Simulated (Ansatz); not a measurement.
Geometry optimisation in Ansatz: input, command and trajectory.

```yaml
crystal:
  lattice:
    - [7.0336966202, 0.0, 0.0]
    - [0.0, 7.0336966202, 0.0]
    - [0.0, 0.0, 3.5891933696]
  atoms:
    - { symbol: Hf, position: [0.6731363473, 0.8268636527, 0.5] }
    - { symbol: Hf, position: [0.8268636527, 0.3268636527, 0.5] }
    - { symbol: Hf, position: [0.3268636527, 0.1731363473, 0.5] }
    - { symbol: Hf, position: [0.1731363473, 0.6731363473, 0.5] }
    - { symbol: Hf, position: [0.5, 0.5, 0.0] }
    - { symbol: Hf, position: [0.0, 0.0, 0.0] }
    - { symbol: Si, position: [0.6237144841, 0.1237144841, 0.0] }
    - { symbol: Si, position: [0.8762855159, 0.6237144841, 0.0] }
    - { symbol: Si, position: [0.1237144841, 0.3762855159, 0.0] }
    - { symbol: Si, position: [0.3762855159, 0.8762855159, 0.0] }
basis:
  ecutwfc: 500
kpoints:
  mp_grid: { grid: [6, 6, 10] }
hamiltonian:
  xc: r2scan
scf:
  occupations: { method: gaussian, width: 0.1 }
output:
  forces: true
  stress: true
  eigenvalues: true
relax:
  adjacent_minimum: "off"
  f_tol: 0.008
  max_steps: 40
  cell: { stress_tol: 0.015, fix: [c, angles] }
```

```bash
ansatz run input.yaml --threads 2 --pin off --max-ram 5120MiB --backend cpu --events-out ev --progress --plain --runs-dir out
```

These are results of DFT r2SCAN, scalar-relativistic, plane waves, PAW in Ansatz, not measurements.

Of 4 frames 3 are shown, positions in Å and forces in eV/Å; the SCF threshold varies from step to step. Steps run on the plane waves of an earlier cell, with a Pulay correction in the pressure. The basis is chosen afresh for the last frame, the zero of the energies, and at times for earlier ones too; energy and pressure can step there, also at an unchanged geometry. Where two frames share a geometry here, they differ by under 2 meV/atom and 0.3 GPa. The mark taken_back stands on steps that the optimiser undid.

```xyz
10
Lattice="7.0337 0.0000 0.0000 0.0000 7.0337 0.0000 0.0000 0.0000 3.5892" Properties=species:S:1:pos:R:3:forces:R:3 pbc="T T T" step=1 free_energy_over_end_meV_per_atom=0.03 pressure_GPa=1.16
Hf    4.7346    5.8159    1.7946    0.0247   -0.0247    0.0000
Hf    5.8159    2.2991    1.7946   -0.0247   -0.0247    0.0000
Hf    2.2991    1.2178    1.7946   -0.0247    0.0247    0.0000
Hf    1.2178    4.7346    1.7946    0.0247    0.0247    0.0000
Hf    3.5168    3.5168    0.0000    0.0000    0.0000    0.0000
Hf    0.0000    0.0000    0.0000    0.0000    0.0000    0.0000
Si    4.3870    0.8702    0.0000    0.0042    0.0042    0.0000
Si    6.1635    4.3870    0.0000   -0.0042    0.0042    0.0000
Si    0.8702    2.6467    0.0000    0.0042   -0.0042    0.0000
Si    2.6467    6.1635    0.0000   -0.0042   -0.0042    0.0000
10
Lattice="7.0444 0.0000 0.0000 0.0000 7.0444 0.0000 0.0000 0.0000 3.5892" Properties=species:S:1:pos:R:3:forces:R:3 pbc="T T T" step=2 free_energy_over_end_meV_per_atom=0.10 pressure_GPa=0.63 taken_back
Hf    4.7476    5.8191    1.7946   -0.0364    0.0364    0.0000
Hf    5.8191    2.2968    1.7946    0.0364    0.0364    0.0000
Hf    2.2968    1.2254    1.7946    0.0364   -0.0364    0.0000
Hf    1.2254    4.7476    1.7946   -0.0364   -0.0364    0.0000
Hf    3.5222    3.5222    0.0000    0.0000    0.0000    0.0000
Hf    0.0000    0.0000    0.0000    0.0000    0.0000    0.0000
Si    4.3920    0.8698    0.0000   -0.0071   -0.0071    0.0000
Si    6.1747    4.3920    0.0000    0.0071   -0.0071    0.0000
Si    0.8698    2.6524    0.0000   -0.0071    0.0071    0.0000
Si    2.6524    6.1747    0.0000    0.0071    0.0071    0.0000
10
Lattice="7.0372 0.0000 0.0000 0.0000 7.0372 0.0000 0.0000 0.0000 3.5892" Properties=species:S:1:pos:R:3:forces:R:3 pbc="T T T" step=4 free_energy_over_end_meV_per_atom=0.00 pressure_GPa=0.98
Hf    4.7393    5.8165    1.7946   -0.0001    0.0001    0.0000
Hf    5.8165    2.2979    1.7946    0.0001    0.0001    0.0000
Hf    2.2979    1.2207    1.7946    0.0001   -0.0001    0.0000
Hf    1.2207    4.7393    1.7946   -0.0001   -0.0001    0.0000
Hf    3.5186    3.5186    0.0000    0.0000    0.0000    0.0000
Hf    0.0000    0.0000    0.0000    0.0000    0.0000    0.0000
Si    4.3885    0.8699    0.0000   -0.0004   -0.0004    0.0000
Si    6.1673    4.3885    0.0000    0.0004   -0.0004    0.0000
Si    0.8699    2.6487    0.0000   -0.0004    0.0004    0.0000
Si    2.6487    6.1673    0.0000    0.0004    0.0004    0.0000
```

Time: 6.9 min on 2 threads of Arm Neoverse V1, on a shared host, peak memory 1.5 GiB.

Spin–orbit coupling is left out, which can shift energies with elements as heavy as these.